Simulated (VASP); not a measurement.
Write the native input for VASP 6.6.1 that does the following.

| Quantity | Value |
| --- | --- |
| Task | single point |
| Functional | PBE |
| Potentials or basis | VASP PAW PBE potentials, release 64 (Ba_sv, Zr_sv, O) |
| Cutoff | 520 eV |
| k mesh | 6 × 6 × 6 |
| Occupations | gaussian, width 0.02 eV |
| Spin | no spin polarisation |
| Dipole correction | no |
| Further INCAR settings | ALGO = Normal; EDIFF = 1e-06; NBANDS = 28 |

The structure of BaZrO3 lies in POSCAR:

```
BaZrO3
1.0
    4.2272021956      0.0000000000      0.0000000000
    0.0000000000      4.2272021956      0.0000000000
    0.0000000000      0.0000000000      4.2272021956
Ba Zr O
1 1 3
Direct
    0.5000000000      0.5000000000      0.5000000000
    0.0000000000      0.0000000000      0.0000000000
    0.5000000000      0.0000000000      0.0000000000
    0.0000000000      0.5000000000      0.0000000000
    0.0000000000      0.0000000000      0.5000000000
```

One way to write it, as run:

INCAR

```
  PREC = Accurate
  ENCUT = 520
  EDIFF = 1E-6
  ISMEAR = 0
  SIGMA = 0.02
  LREAL = F
  LASPH = T
  NELM = 100
  ALGO = Normal
  ISIF = 2
  LWAVE = F
  LCHARG = F
  GGA = PE
  NBANDS = 28
```

KPOINTS

```
Automatic mesh
0
Gamma
  6 6 6
```

Potentials or basis: VASP PAW PBE potentials, release 64 (Ba_sv, Zr_sv, O).

The run is started by

```bash
$ cat potpaw_PBE.64/Ba_sv/POTCAR potpaw_PBE.64/Zr_sv/POTCAR potpaw_PBE.64/O/POTCAR > POTCAR
$ mpirun -np 1 vasp_std > vasp.out
```

Results of the run:

```yaml
Pressure: 0.9 GPa
Band_gap_on_the_k_mesh: 3.13 eV, indirect (least direct gap 3.38 eV)
```

Caveat: spin-orbit coupling is left out, which moves the levels of the heavy elements.

Run time: 16 s on 1 thread of Intel(R) Xeon(R) 6975P-C (Granite Rapids), with other jobs on the host, peak memory 0.2 GiB.
